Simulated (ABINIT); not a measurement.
Crystal: HfC.

```
CELL_PARAMETERS angstrom
3.34287 0.00000 0.00000
-1.67143 2.89501 0.00000
0.00000 0.00000 5.20271
ATOMIC_POSITIONS crystal
Hf 0.33333 0.66667 0.25000
Hf 0.66667 0.33333 0.75000
C 0.00000 0.00000 0.50000
C 0.00000 0.00000 0.00000
```

The cell comes from a database or a generator and needn't be the stable form of this composition.

- Program: ABINIT 10.8.3 (patched build)
- Task: relaxation of cell and atoms
- Functional: LDA
- Potentials or basis: JTH PAW LDA v2.0
- Cutoff: 517 eV
- k mesh: 9 × 9 × 5
- Occupations: fermi-dirac, width 0.05 eV
- Spin: no spin polarisation

At the start: pressure -12.9 GPa; volume 12.59 Å³/atom.

**Question.** How do energy, volume and symmetry change on relaxing?

**Answer.** Over 5 steps the energy falls by 29.0 meV/atom and the volume is 11.93 Å³/atom (-5.2 %); space group P6_3/mmc (No. 194, to 0.05 Å).

Step by step:
```tsv
step	energy change (eV)	largest force (eV/Å)	pressure (GPa)	volume (Å³)
1	0.0000	0.0000	-12.87	50.35
2	-0.1052	0.0000	-3.74	48.39
3	-0.1147	0.0000	0.35	47.64
4	-0.1152	0.0000	0.18	47.67
5	-0.1159	0.0000	-0.01	47.72
```

Final structure:
```
CELL_PARAMETERS angstrom
3.26682 0.00000 0.00000
-1.63341 2.82915 0.00000
0.00000 0.00000 5.16274
ATOMIC_POSITIONS crystal
Hf 0.33333 0.66667 0.25000
Hf 0.66667 0.33333 0.75000
C 0.00000 0.00000 0.50000
C 0.00000 0.00000 0.00000
```
